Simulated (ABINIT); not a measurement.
Ge:

```
CELL_PARAMETERS angstrom
3.99759 0.00000 0.00000
-1.99879 3.46201 0.00000
0.00000 0.00000 6.59938
ATOMIC_POSITIONS crystal
Ge 0.33333 0.66667 0.93710
Ge 0.66667 0.33333 0.43710
Ge 0.33333 0.66667 0.56290
Ge 0.66667 0.33333 0.06290
```

This isn't the form of Ge at room conditions, which is diamond.

Base run:

| Quantity | Value |
| --- | --- |
| Program | ABINIT 10.8.3 (patched build) |
| Functional | PBEsol |
| Potentials or basis | PseudoDojo NC SR PBEsol v0.4.1 standard |
| Cutoff | 1061 eV |
| k mesh | 8 × 8 × 4 |
| Occupations | fermi-dirac, width 0.05 eV |
| Spin | no spin polarisation |

Its results: pressure 0.0 GPa.

**Question.** The run is repeated on the same cell with these changes: functional from PBEsol to LDA; potentials or basis from PseudoDojo NC SR PBEsol v0.4.1 standard to JTH PAW LDA v2.0; cutoff from 1061 eV to 599 eV. What comes out?

**Answer.** Pressure -2.4 GPa.
